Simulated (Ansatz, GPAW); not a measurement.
Given: the input of a run of Ansatz 0.2.0 on ZrS2. The cell is a database's computed one, not the measured one.

The input input.yaml:

```yaml
crystal:
  lattice:
    - [3.6913825498, 0.0, 0.0]
    - [-1.8456912749, 3.1968310632, 0.0]
    - [0.0, 0.0, 6.04107701]
  atoms:
    - { symbol: Zr, position: [0.0, 0.0, 0.0] }
    - { symbol: S, position: [0.3333333333, 0.6666666667, 0.23790997] }
    - { symbol: S, position: [0.6666666667, 0.3333333333, 0.76209003] }
hamiltonian:
  xc: pbe
  pseudopotentials: { kind: paw }
kpoints:
  mp_grid: { grid: [8, 8, 5] }
scf:
  occupations: { method: gaussian, width: 0.012 }
output:
  forces: true
  stress: true
  eigenvalues: true
```

Potentials or basis: Ansatz PAW.

The run is started by

```console
$ ansatz run input.yaml --threads 2 --pin off --max-ram 5632MiB --backend cpu --events-out ev --progress --plain --runs-dir out
```

Problem. Translate it to GPAW 26.7.0 (ASE script). Potentials or basis there: GPAW PAW data sets (gpaw-data 1.2.1), cutoff 600 eV.

Solution. As run (cutoffs and basis follow the program's own potentials, and thresholds, step limits or extra output files can differ):

Contents of run.py:

```python
from ase.dft.bandgap import bandgap
from ase.io import read, write
from ase.units import Bohr, GPa
from gpaw import GPAW, PW
from gpaw.elf import elf_from_dft_calculation

atoms = read('POSCAR')

calc = GPAW(mode=PW(600),
            xc='PBE',
            kpts={'size': (8, 8, 5), 'gamma': True},
            occupations={'name': 'methfessel-paxton', 'order': 0, 'width': 0.012},
            nbands=24,
            convergence={'density': 1e-05, 'energy': 1e-05},
            maxiter=150,
            txt='gpaw.txt')
atoms.calc = calc
energy = atoms.get_potential_energy()
forces = atoms.get_forces()
stress = atoms.get_stress()
calc.write('gs.gpw')
write('result.traj', atoms)
print(f'Energy: {energy:.6f} eV')
print('Forces (eV/A):')
print(forces.round(4))
print('Stress (GPa):', (stress / GPa).round(3))
print('Fermi level:', round(calc.get_fermi_level(), 4), 'eV')
print(f'Gap: {bandgap(calc)[0]:.4f} eV, direct: {bandgap(calc, direct=True)[0]:.4f} eV')

# fields on the real-space grid
write('density.cube', atoms, data=calc.get_pseudo_density() * Bohr**3)
write('potential.cube', atoms, data=calc.get_electrostatic_potential())
write('elf.cube', atoms, data=elf_from_dft_calculation(calc).data)
```

The input POSCAR:

```
ZrS2
1.0
    3.6913825498      0.0000000000      0.0000000000
   -1.8456912749      3.1968310632      0.0000000000
    0.0000000000      0.0000000000      6.0410770100
Zr S
1 2
Direct
    0.0000000000      0.0000000000      0.0000000000
    0.3333333333      0.6666666667      0.2379099700
    0.6666666667      0.3333333333      0.7620900300
```

Potentials or basis: GPAW PAW data sets (gpaw-data 1.2.1), pw.

Run with:

```console
$ OMP_NUM_THREADS=1 python run.py
```

Both were run:

|  | Ansatz | GPAW |
| --- | --- | --- |
| Pressure | 0.5 GPa | 0.2 GPa |

Ansatz's pressure holds a Pulay term of +0.02 GPa for its cutoff of 420 eV, which the other run lacks.

Where Ansatz's input types no cutoff or centring, it takes its own default and a Γ-centred mesh.

Pressure is positive in compression.
